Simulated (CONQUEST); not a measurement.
## Pb under changes of volume

One of the cells (30.323 Å³/atom); the others are scaled copies at fixed shape and fractional positions:

```
Pb
1.0
     3.50021    0.00000    0.00000
     0.00000    3.50021    0.00000
     0.00000    0.00000    4.95004
Pb
2
Cartesian
  0.0000 0.0000 0.0000
  1.7501 1.7501 2.4750
```

```yaml
Program: CONQUEST 1.3
Functional: PBE
Potentials_or_basis: PseudoDojo NC PBE, DZ, grid of 36 × 36 × 48 points
k_mesh: 8 × 8 × 6
Occupations: fermi-dirac, width 0.05 eV
Spin: no spin polarisation
```

```csv
volume (Å³/atom),energy over the lowest point (meV/atom),pressure (GPa)
28.503,86.99,7.6
29.110,61.45,6.0
29.716,41.13,4.7
30.323,?,?
30.929,13.48,2.8
31.535,4.91,1.9
32.142,0.00,0.8
```

What does the run at 30.323 Å³/atom give?

Energy over the lowest point 25.76 meV/atom; pressure 3.6 GPa.

Worked out: A Birch-Murnaghan fit of order 3 (a polynomial in V^(-2/3)) to the other rows has its minimum at 32.98 Å³/atom, just outside them, with B0 = V·E''(V) = 35 GPa and B' = 5.2. It gives 25.22 meV/atom at 30.323 Å³/atom, against the run's 25.76, and -dE/dV = 3.6 GPa, against 3.6.

Energies are extrapolated to zero smearing.

Caveats: the atomic basis is small; the basis of atomic orbitals isn't converged, which shifts pressures, moduli and gaps; the real-space grid breaks the cell's symmetry a little (some runs).
